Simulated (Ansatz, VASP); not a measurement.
# Two plane-wave programs on CoSi

```
Co Si
1.0
     0.00000    2.33132    2.33132
     2.33132    0.00000    2.33132
     2.33132    2.33132    0.00000
Co Si
1 1
Direct
  0.00000 0.00000 0.00000
  0.50000 0.50000 0.50000
```

Alike in both runs: functional PBE; k mesh 14 × 14 × 14; occupations fermi-dirac, width 0.05 eV; no spin polarisation.

Ansatz relaxed the structure, and its values are those at the end. VASP's run is a single point on that final structure, the one shown.

```csv
,VASP,Ansatz
version,VASP 6.6.1,Ansatz 0.2.0
potentials or method,"VASP PAW PBE potentials, release 64 (Co, Si)","PAW with Ansatz's default frozen-core files, scalar-relativistic"
plane-wave cutoff (eV),520,420
valence electrons in the cell,13,21
```

```tsv
	VASP	Ansatz	Ansatz less VASP
pressure (GPa)	0.0	0.0	+0.02
```

The two sets of potentials don't hold the same shells in valence.

Spin polarisation is off, so any magnetic state and its effect on volume and gap are missing.
